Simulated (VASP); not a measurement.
Crystal: HfO2.

```
Hf O
1.0
     5.21946    0.00000    0.00000
     0.00000    5.00476    0.00000
     0.00000    0.00000    5.03269
Hf O
4 8
Direct
  0.96699 0.73252 0.74144
  0.53301 0.73252 0.24144
  0.46699 0.26748 0.74144
  0.03301 0.26748 0.24144
  0.63213 0.92865 0.87927
  0.86787 0.92865 0.37927
  0.23395 0.53988 0.49229
  0.26605 0.53988 0.99229
  0.76605 0.46012 0.99229
  0.73395 0.46012 0.49229
  0.13213 0.07135 0.87927
  0.36787 0.07135 0.37927
```

Measurements of this composition are mostly on another form, of space group No. 14.

Base run:

* Program: VASP 6.6.1
* Functional: PBE
* Potentials or basis: VASP PAW PBE potentials, release 64 (Hf_pv, O)
* Cutoff: 520 eV
* k mesh: 5 × 6 × 5
* Occupations: gaussian, width 0.013 eV
* Spin: no spin polarisation

Its results: band gap on the k mesh 4.44 eV, indirect (least direct gap 4.64 eV); pressure 6.3 GPa; largest force 0.069 eV/Å.

**Question.** The run is repeated on the same cell with these changes: functional from PBE to LAK; occupations from gaussian, width 0.013 eV to fermi-dirac, width 0.05 eV. What comes out?

**Answer.** Band gap on the k mesh 5.15 eV, indirect (least direct gap 5.37 eV); pressure 6.0 GPa; largest force 0.124 eV/Å.

Caveats: spin-orbit coupling is left out, which moves the levels of the heavy elements; an odd mesh through Γ misses points on the zone boundary, where band edges often lie (some runs); the PAW data sets were made with another functional, which shifts forces and pressure a little (some runs).

Not every run made on this cell is shown here.
